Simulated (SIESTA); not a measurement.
MnS:

```
Mn S
1.0
     0.00000    2.60450    2.60450
     2.60450    0.00000    2.60450
     2.60450    2.60450    0.00000
Mn S
1 1
Direct
  0.00000 0.00000 0.00000
  0.50000 0.50000 0.50000
```

Base run:

* Program: SIESTA 5.4.2
* Functional: PBE
* Potentials or basis: PseudoDojo 0.4 standard (PBE files)
* Basis: DZP (energy shift 0.003 Ry; two zetas on semicore shells)
* Grid cutoff: 800 Ry
* Energy shift: 0.003 Ry
* k mesh: 9 × 9 × 9
* Occupations: fermi-dirac, width 0.05 eV
* Spin: collinear spin, ferromagnetic start
* Starting moments: [4.0, 0.0] μB

Its results: band gap on the k mesh none (metal or under the smearing width); pressure -1.4 GPa; net moment 4.79 μB per cell; site moments Mn +4.64; S +0.15 μB.

The run is repeated on the same cell with these changes: functional from PBE to vdW-DF-cx. What comes out?

Band gap on the k mesh none (metal or under the smearing width); pressure -5.1 GPa; net moment 4.72 μB per cell; site moments Mn +4.59; S +0.14 μB.

Caveats: short orbitals over semicore shells can move pressures by several GPa; the basis of atomic orbitals isn't converged, which shifts pressures, moduli and gaps; a cell with one magnetic atom can't hold antiferromagnetic order, which such compounds often take; semilocal functionals often make such compounds metallic where correlation or magnetic order opens a gap, which also shifts bond lengths; the potentials were made for another functional, which shifts forces and pressure (some runs).

Not every run made on this cell is shown here.
